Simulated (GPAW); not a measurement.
Crystal: Li2O.

```
CELL_PARAMETERS angstrom
0.00000 2.32685 2.32685
2.32685 0.00000 2.32685
2.32685 2.32685 0.00000
ATOMIC_POSITIONS crystal
O 0.00000 0.00000 0.00000
Li 0.25000 0.25000 0.25000
Li 0.75000 0.75000 0.75000
```

The cell comes from a database or a generator and needn't be the stable form of this composition.

Base run:

```yaml
Program: GPAW 26.7.0
Functional: PBE
Potentials_or_basis: GPAW PAW data sets (gpaw-data 1.2.1)
Cutoff: 800 eV
Basis: pw
k_mesh: 10 × 10 × 10
Occupations: fermi-dirac, width 0.05 eV
Spin: no spin polarisation
```

Its results: band gap on the k mesh 4.93 eV, indirect (least direct gap 5.09 eV); pressure 1.1 GPa.

Q: The run is repeated on the same cell with these changes: functional from PBE to PBEsol; potentials or basis from GPAW PAW data sets (gpaw-data 1.2.1) to PAW data sets generated in the run's folder for this functional. What comes out?

A: Band gap on the k mesh 4.79 eV, indirect (least direct gap 5.00 eV); pressure -3.1 GPa.
